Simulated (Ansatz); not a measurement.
# GaAs: what a change does to the field gradients

Base: a structure deposited in the COD, whose atoms a relaxation with PBE at fixed cell left in place.

```xyz
2
Lattice="0.0000 2.8268 2.8268 2.8268 0.0000 2.8268 2.8268 2.8268 0.0000" Properties=species:S:1:pos:R:3 pbc="T T T"
Ga    0.0000    0.0000    0.0000
As    1.4134    1.4134    1.4134
```

Atoms are numbered from 1 in the order listed; like atoms form one site, named after its first atom.

Level of theory: DFT, PBE, plane waves and PAW, scalar-relativistic, 420 eV cutoff, Γ-centred 13×13×13 k-points, Fermi–Dirac smearing 0.02 eV (Ansatz 0.2.0).

(1) Variant: z compressed by 1 %, ions relaxed. What happens to the gradients (10²¹ V/m²)?

## Answers

(1) 

```
site  atoms  V_zz base  η base  V_zz variant  η variant
  Ga      1       0.00       –          0.18       0.00
  As      2       0.00       –         -0.24       0.00
```

The largest change of V_zz is on As, from 0.00 to -0.24.
